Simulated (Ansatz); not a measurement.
This is a single-point calculation with the PAW code Ansatz on HfO2 (anatase); the level of theory is PBE+SOC. The geometry is the r2SCAN minimum.

The input:
```yaml
crystal:
  lattice:
    - [-1.9964436454, 1.9964436454, 5.2726271629]
    - [1.9964436454, -1.9964436454, 5.2726271629]
    - [1.9964436454, 1.9964436454, -5.2726271629]
  atoms:
    - { symbol: Hf, position: [0.75, 0.25, 0.5] }
    - { symbol: Hf, position: [0.0, 0.0, 0.0] }
    - { symbol: O, position: [0.5478893361, 0.0478893361, 0.5] }
    - { symbol: O, position: [0.7978893361, 0.7978893361, 0.0] }
    - { symbol: O, position: [0.2021106639, 0.2021106639, 0.0] }
    - { symbol: O, position: [0.9521106639, 0.4521106639, 0.5] }
kpoints:
  mp_grid: { grid: [10, 10, 10] }
  band_path:
    path:
      - [0.0, 0.0, 0.0]
      - [0.0, 0.0, 0.5]
      - [0.25, 0.25, 0.25]
      - [0.0, 0.5, 0.0]
      - [0.5, 0.5, -0.5]
      - [0.2858426404, 0.7141573596, -0.2858426404]
      - [-0.2858426404, 0.2858426404, 0.2858426404]
      - [-0.0716852807, 0.0716852807, 0.5]
      - [0.5, 0.5, -0.0716852807]
      - [0.15, 0.15, -0.15]
    npoints: 1
hamiltonian:
  xc: pbe
scf:
  occupations: { method: fixed }
  n_extra_bands: 10
magnetization:
  noncollinear: true
  spin_orbit: true
output:
  forces: true
  stress: true
  eigenvalues: true
```

It took 16 s on 1 × NVIDIA H100 80GB HBM3 with 2 threads of AMD EPYC 7R13 Processor (Zen 3), on a shared host, load about 2.7 per core; peak host memory 1.3 GiB.

The output, standing remarks left out:
```
scf.n_extra_bands = 10 over 76 filled bands (N_el = 76.0): the run solves 86 bands
Pseudopotential: Hf, paw_fr, valence charge 26, recommended cutoff 420 eV (normal)
Pseudopotential: O, paw_fr, valence charge 6, recommended cutoff 420 eV (normal)
Functional definition: PBE
Crystal: 6 atoms, lattice volume = 84.062 Å³
Basis set: ecut = 420 eV, 1621 PW (Γ), FFT grids on a1+a3, a2+a3, a3
Symmetry: 16 space group operations + 16 with time reversal
Magnetic group: BNS 141.552 (UNI 1212)
k-points: 102 of 1000
preconditioner: auto → Resta (q_TF=auto, 2.683 Å⁻¹)  ε∞=5.0  [insulator: Δε(μ)=3.434 eV  ℏωp=33.4 eV]
SCF 1 converged in 10 iterations: F = -33760.603407 eV  dr2 = 9.01e-9
SCF converged after 10 iterations
Free energy (F): -33760.603407 eV
Fermi energy:    9.999539 eV
--- Per-component energies (eV) ---
  E_band       = -267.858112
  E_kinetic    = 1544.691156
  E_local      = -14497.839282
  E_nonlocal   = -2296.063579
  E_hartree    = 6592.266019
  E_xc         = -894.398082
  E_vxc        = -908.475178
  E_paw        = -14524.943931
  E_vpaw       = 2705.287002
  E_ewald      = -9684.325626
--- Forces (eV/Å), atoms counted from 1 ---
  atom   1  Hf      0.00000      0.00000      0.00000
  atom   2  Hf      0.00000      0.00000      0.00000
  atom   3  O       0.00000      0.00000    -0.06502
  atom   4  O       0.00000      0.00000    -0.06502
  atom   5  O       0.00000      0.00000      0.06502
  atom   6  O       0.00000      0.00000      0.06502
--- Stress (GPa, compression-positive) ---
        3.952554       0.000000       0.000000
        0.000000       3.952554       0.000000
        0.000000       0.000000       4.335176
  P = ⅓ Tr σ = 4.0801 GPa (40.801 kbar)
--- Band table (eV; the first three rows and the last of 102) ---
  k-point 0: bands = […, 9.4804, 9.4804, 9.6940, 9.6940, 9.6963, 9.6963, 9.7390, 9.7390, 14.4573, 14.4573, 15.4845, 15.4845, 15.7518, 15.7518, …]
  k-point 1: bands = […, 9.3561, 9.3561, 9.4257, 9.4257, 9.4827, 9.4827, 9.7845, 9.7845, 14.8348, 14.8348, 15.7622, 15.7622, 15.8982, 15.8982, …]
  k-point 2: bands = […, 8.8097, 8.8097, 9.0617, 9.0617, 9.5892, 9.5892, 9.9006, 9.9006, 15.6305, 15.6305, 15.7867, 15.7867, 16.1885, 16.1885, …]
  k-point 101: bands = […, 9.2874, 9.2874, 9.2874, 9.2874, 9.9995, 9.9995, 9.9995, 9.9995, 15.0471, 15.0471, 15.0471, 15.0471, 16.7968, 16.7968, …]
```

The rows of the band table are 0: (0, 0, 0) = Γ, 1: (0, 0, 0.100), 2: (0, 0, 0.200), 101: (-1/2, -1/2, -1/2) = M.

bands.tsv, columns around the gap (it counts bands from 0):
```tsv
# k_distance	band_66	band_67	band_68	band_69	band_70	band_71	band_72	band_73	band_74	band_75	band_76	band_77	band_78	band_79	band_80	band_81	band_82	band_83
# fermi_ev = 9.999539
# [0, 0, 0] at k_distance = 0.000000
# [0, 0, 0.5] at k_distance = 1.112699
# [0.25, 0.25, 0.25] at k_distance = 1.410615
# [0, 0.5, 0] at k_distance = 2.197412
# [0.5, 0.5, -0.5] at k_distance = 3.038722
# [0.2858426404, 0.7141573596, -0.2858426404] at k_distance = 3.712716
# [-0.2858426404, 0.2858426404, 0.2858426404] at k_distance = 4.349829
# [-0.0716852807, 0.0716852807, 0.5] at k_distance = 5.023822
# [0.5, 0.5, -0.0716852807] at k_distance = 5.660935
# [0.15, 0.15, -0.15] at k_distance = 6.701364
# levels_relative_to = fermi_ev
0.000	-0.743	-0.743	-0.519	-0.519	-0.306	-0.306	-0.303	-0.303	-0.261	-0.261	4.458	4.458	5.485	5.485	5.752	5.752	6.987	6.987
1.113	-2.138	-2.138	-1.431	-1.431	-1.431	-1.431	-0.092	-0.092	-0.092	-0.092	5.951	5.951	5.951	5.951	6.222	6.222	6.222	6.222
1.411	-2.291	-2.291	-1.122	-1.122	-1.066	-1.066	-0.262	-0.262	-0.261	-0.261	5.856	5.856	6.002	6.002	6.147	6.147	6.296	6.296
2.197	-1.513	-1.513	-1.417	-1.417	-0.660	-0.660	-0.580	-0.580	-0.342	-0.342	5.887	5.887	6.026	6.026	6.519	6.519	6.668	6.668
3.039	-1.182	-1.182	-0.712	-0.712	-0.712	-0.712	0.000	0.000	0.000	0.000	5.048	5.048	5.048	5.048	6.797	6.797	6.797	6.797
3.713	-1.486	-1.486	-1.003	-1.003	-0.690	-0.690	-0.616	-0.616	-0.338	-0.338	5.805	5.805	5.921	5.921	6.659	6.659	6.781	6.781
4.350	-1.486	-1.486	-1.003	-1.003	-0.690	-0.690	-0.616	-0.616	-0.338	-0.338	5.805	5.805	5.921	5.921	6.659	6.659	6.781	6.781
5.024	-2.199	-2.199	-1.341	-1.341	-1.258	-1.258	-0.110	-0.110	-0.108	-0.108	5.863	5.863	5.892	5.892	6.225	6.225	6.329	6.329
5.661	-2.199	-2.199	-1.341	-1.341	-1.258	-1.258	-0.110	-0.110	-0.108	-0.108	5.863	5.863	5.892	5.892	6.225	6.225	6.329	6.329
6.701	-0.847	-0.847	-0.609	-0.609	-0.438	-0.438	-0.216	-0.216	-0.139	-0.139	4.518	4.518	5.668	5.668	5.771	5.771	6.926	6.926
```
In order the rows are Γ, X, P, N, M, S, S₀, R, G, Γ–M (0.30).

With PBE+SOC the valence top lies at M and the conduction bottom at Γ, 4.46 eV higher; the smallest vertical gap, at Γ–M (0.30 of the way from Γ), is 4.66 eV. The mean pressure at these positions is +4.08 GPa, compression counted positive. The largest force is 0.07 eV/Å.

Values at 0 K without nuclear motion; no magnetic order is allowed, and the phase may be a hypothetical one.
